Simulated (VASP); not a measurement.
## PbSe (Clausthalite): relaxation of the atoms with PBE

PbSe (Clausthalite):

```
Pb Se
1.0
     0.00000    3.16357    3.16357
     3.16357    0.00000    3.16357
     3.16357    3.16357    0.00000
Pb Se
1 1
Direct
  0.00000 0.00000 0.00000
  0.50000 0.50000 0.50000
```

The cell isn't the ideal one: a relaxed cell with its volume scaled by 1.06.

```json
{
 "Program": "VASP 6.6.1",
 "Task": "relaxation of the atoms",
 "Functional": "PBE",
 "Potentials or basis": "VASP PAW PBE potentials, release 64 (Pb, Se)",
 "Cutoff": "300 eV",
 "k mesh": "4 × 4 × 4",
 "Occupations": "gaussian, width 0.03 eV",
 "Spin": "no spin polarisation",
 "Further INCAR settings": "ALGO = Normal; EDIFF = 1e-07; IBRION = 2; EDIFFG = -0.01; NSW = 40"
}
```

```json
{"Pressure after relaxing": "-2.5 GPa", "Band gap on the k mesh": "0.58 eV, direct"}
```

Final structure:
```yaml
crystal:
  lattice:
    - [0.00000, 3.16357, 3.16357]
    - [3.16357, 0.00000, 3.16357]
    - [3.16357, 3.16357, 0.00000]
  atoms:
    - { symbol: Pb, position: [0.00000, 0.00000, 0.00000] }
    - { symbol: Se, position: [0.50000, 0.50000, 0.50000] }
```

Levels at points of the mesh, in eV from the valence-band top:
```csv
k point,band 3,band 4,band 5,band 6,band 7,band 8
"(0.00, 0.00, 0.00)",-1.38,-1.38,-1.38,4.54,4.54,4.54
"(0.50, 0.00, 0.00)",-1.05,-1.05,0.00,0.58,1.94,1.94
"(0.50, 0.50, 0.00)",-4.13,-2.58,-2.58,4.16,5.30,5.30
```

Run time: 5.8 s on 1 thread of AMD EPYC 7R13 Processor (Zen 3) (shared host), peak memory 0.12 GiB.

Caveat: the k mesh is coarse (spacing up to 0.43 Å⁻¹), so the values aren't converged; the relaxation stopped at its first step, so nothing moved; spin-orbit coupling is left out, which as a rule narrows the gap of such compounds by several tenths of an eV. A k mesh can miss the band edges.
